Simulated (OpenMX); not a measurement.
Crystal: PbSe (Clausthalite).

```
Pb Se
1.0
     0.00000    3.06065    3.06065
     3.06065    0.00000    3.06065
     3.06065    3.06065    0.00000
Pb Se
1 1
Direct
  0.00000 0.00000 0.00000
  0.50000 0.50000 0.50000
```

Base run:

```yaml
Program: OpenMX 3.8.5
Functional: LDA
Potentials_or_basis: OpenMX 2013 LDA set, Pb8.0-s3p2d2f1, Se7.0-s3p2d2, grid cutoff 500 Ry
k_mesh: 9 × 9 × 9
Occupations: fermi-dirac, width 0.05 eV
Spin: no spin polarisation
```

Its results: pressure -1.7 GPa.

Question: The run is repeated on the same cell with these changes: functional from LDA to PBE; potentials or basis from OpenMX 2013 LDA set, Pb8.0-s3p2d2f1, Se7.0-s3p2d2, grid cutoff 500 Ry to OpenMX 2013 PBE set, Pb8.0-s3p2d2, Se7.0-s3p2d1, grid cutoff 500 Ry. What comes out?

Answer: Pressure 3.3 GPa.

Caveats: the basis of atomic orbitals isn't converged, which shifts pressures, moduli and gaps.

Not every run made on this cell is shown here.
